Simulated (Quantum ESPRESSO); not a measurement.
# Sb (Pm-3m) in Quantum ESPRESSO: settings compared, part 2 of 2

Quantum ESPRESSO 7.5.

**3. Single point, vdW-DF-C09, collinear spin, ferromagnetic start**

pw.in

```
&CONTROL
  calculation = 'scf'
  prefix = 'pwscf'
  outdir = './tmp'
  pseudo_dir = './pseudo'
  tprnfor = .true.
  tstress = .true.
  disk_io = 'nowf'
  verbosity = 'high'
/
&SYSTEM
  ibrav = 0
  nat = 1
  ntyp = 1
  ecutwfc = 70
  nbnd = 16
  input_dft = 'vdw-df-c09'
  occupations = 'tetrahedra_opt'
  nspin = 2
  starting_magnetization(1) = 0.0333
/
&ELECTRONS
  conv_thr = 2d-10
  electron_maxstep = 120
  mixing_beta = 0.3
/
ATOMIC_SPECIES
Sb   121.7600 51_Sb_15_2.3_2.4_pbe_n_v1.0.upf
CELL_PARAMETERS angstrom
   3.1600000000    0.0000000000    0.0000000000
   0.0000000000    3.1600000000    0.0000000000
   0.0000000000    0.0000000000    3.1600000000
ATOMIC_POSITIONS angstrom
Sb     0.0000000000    0.0000000000    0.0000000000
K_POINTS automatic
8 8 8 0 0 0
```

Potentials or basis: SPMS 1.0 PBE.

The run is started by

```sh
$ OMP_NUM_THREADS=1 pw.x -in pw.in > pw.out
```

pw.out:

```text
This program is part of the open-source Quantum ESPRESSO suite
     for quantum simulation of materials; please cite
         "P. Giannozzi et al., J. Phys.:Condens. Matter 21 395502 (2009);
         "P. Giannozzi et al., J. Phys.:Condens. Matter 29 465901 (2017);
         "P. Giannozzi et al., J. Chem. Phys. 152 154105 (2020);
     in publications or presentations arising from this work. More details at

     Message from routine iosys:
     BEWARE:  force calculation with tetrahedra (not recommanded)
     Message from routine iosys:
     BEWARE: stress calculation with tetrahedra (not recommanded)

     IMPORTANT: XC functional enforced from input :
     Exchange-correlation= VDW-DF-C09
                           (   1   4  16   0   1   0   0)
     Any further DFT definition will be discarded
     Please, verify this is what you really want

     Message from routine setup:
     using ibrav=0 with symmetry is DISCOURAGED, use correct ibrav instead
     [opt_tetra]  Optimized tetrahedron method is used.

     G-vector sticks info
     --------------------
     sticks:   dense  smooth     PW     G-vecs:    dense   smooth      PW
     Sum         793     793    241                16831    16831    2897

     Using Slab Decomposition

     bravais-lattice index     =            0
     lattice parameter (alat)  =       5.9715  a.u.
     unit-cell volume          =     212.9403 (a.u.)^3
     number of atoms/cell      =            1
     number of atomic types    =            1
     number of electrons       =        15.00
[... 1483 lines left out ...]

     occupation numbers
     1.0000   1.0000   1.0000   1.0000   1.0000   1.0000   1.0407   1.0407
     1.0407   0.0000   0.0000   0.0000   0.0000   0.0000   0.0000   0.0000

     the Fermi energy is     9.8528 ev

!    total energy              =    -172.09107702 Ry
     estimated scf accuracy    <          1.0E-10 Ry

     The total energy is the sum of the following terms:
     one-electron contribution =     -62.87733359 Ry
     hartree contribution      =      38.31724982 Ry
     xc contribution           =     -40.62515069 Ry
     ewald contribution        =    -106.90584257 Ry

     total magnetization       =    -0.00 Bohr mag/cell
     absolute magnetization    =     0.00 Bohr mag/cell

     convergence has been achieved in   9 iterations

     -----------------------------------------------
     Non-local corr. energy    =       0.33589810 Ry
     -----------------------------------------------

     Forces acting on atoms (cartesian axes, Ry/au):

     atom    1 type  1   force =     0.00000000    0.00000000    0.00000000
     The non-local contrib.  to forces
     atom    1 type  1   force =     0.00000000    0.00000000    0.00000000
     The ionic contribution  to forces
     atom    1 type  1   force =    -0.00000000   -0.00000000   -0.00000000
     The local contribution  to forces
     atom    1 type  1   force =     0.00000000    0.00000000    0.00000000
     The core correction contribution to forces
     atom    1 type  1   force =     0.00000000    0.00000000   -0.00000000
     The Hubbard contrib.    to forces
     atom    1 type  1   force =     0.00000000    0.00000000    0.00000000
     The SCF correction term to forces
     atom    1 type  1   force =    -0.00000000    0.00000000    0.00000000

     Total force =     0.000000     Total SCF correction =     0.000000

     Computing stress (Cartesian axis) and pressure

     -----------------------------------------------
     Non-local corr. energy    =       0.33589810 Ry
     -----------------------------------------------

          total   stress  (Ry/bohr**3)                   (kbar)     P=      -45.40
  -0.00030860   0.00000000   0.00000000          -45.40        0.00        0.00
   0.00000000  -0.00030860   0.00000000            0.00      -45.40        0.00
   0.00000000   0.00000000  -0.00030860            0.00        0.00      -45.40

     kinetic stress (kbar)  40591.08      0.00      0.00
                                0.00  40591.08      0.00
                                0.00      0.00  40591.08

     local   stress (kbar)  10772.79      0.00     -0.00
                                0.00  10772.79     -0.00
                               -0.00     -0.00  10772.79

     nonloc. stress (kbar) -29461.02      0.00      0.00
                                0.00 -29461.02      0.00
                                0.00      0.00 -29461.02

     hartree stress (kbar)   8823.54     -0.00     -0.00
                               -0.00   8823.54     -0.00
                               -0.00     -0.00   8823.54

     exc-cor stress (kbar)   9893.78     -0.00      0.00
                               -0.00   9893.78     -0.00
                                0.00     -0.00   9893.78

     corecor stress (kbar) -16146.04      0.00      0.00
                                0.00 -16146.04     -0.00
                                0.00     -0.00 -16146.04

     ewald   stress (kbar) -24617.84     -0.00      0.00
                               -0.00 -24617.84     -0.00
                                0.00     -0.00 -24617.84

     hubbard stress (kbar)      0.00      0.00      0.00
                                0.00      0.00      0.00
                                0.00      0.00      0.00

     DFT-D   stress (kbar)      0.00      0.00      0.00
                                0.00      0.00      0.00
                                0.00      0.00      0.00

     XDM     stress (kbar)      0.00      0.00      0.00
                                0.00      0.00      0.00
                                0.00      0.00      0.00

     dft-nl  stress (kbar)     98.31     -0.00     -0.00
                               -0.00     98.31     -0.00
                               -0.00     -0.00     98.31

     TS-vdW  stress (kbar)      0.00      0.00      0.00
                                0.00      0.00      0.00
                                0.00      0.00      0.00

     MDB     stress (kbar)      0.00      0.00      0.00
                                0.00      0.00      0.00
                                0.00      0.00      0.00

     3D-RISM stress (kbar)      0.00      0.00      0.00
                                0.00      0.00      0.00
                                0.00      0.00      0.00

=------------------------------------------------------------------------------=
   JOB DONE.
=------------------------------------------------------------------------------=
```

Wall time 88 s (1 thread of Arm Neoverse V1, shared host); peak memory 0.11 GiB.

Results:

| Property | Result |
| --- | --- |
| Free energy | -2341.4184 eV |
| Pressure | -4.5 GPa |
| Band gap on the k mesh | none (metal or under the smearing width) |
| Net moment | 0.00 μB per cell |
| Absolute moment | 0.00 μB per cell |
| Valence electrons inside the program's atomic spheres | Sb 13.17 |

Levels at points of the mesh, in eV from the Fermi level:
Spin up:
```tsv
k point	band 6	band 7	band 8	band 9	band 10	band 11
(0.00, 0.00, 0.00)	-11.96	3.10	3.10	3.10	7.21	7.21
(0.00, 0.00, -0.50)	-9.74	-5.15	4.91	4.91	9.44	10.49
(0.00, -0.50, -0.50)	-7.43	-3.25	-3.25	2.51	6.71	13.08
(-0.50, -0.50, -0.50)	-4.91	-1.49	-1.49	-1.49	5.09	5.09
```
Spin down:
```tsv
k point	band 6	band 7	band 8	band 9	band 10	band 11
(0.00, 0.00, 0.00)	-11.96	3.10	3.10	3.10	7.21	7.21
(0.00, 0.00, -0.50)	-9.74	-5.15	4.91	4.91	9.44	10.49
(0.00, -0.50, -0.50)	-7.43	-3.25	-3.25	2.51	6.71	13.08
(-0.50, -0.50, -0.50)	-4.91	-1.49	-1.49	-1.49	5.09	5.09
```

Caveat: the potentials were made for another functional, which shifts forces and pressure. Spin-orbit coupling is left out, which matters for the levels of Sb.
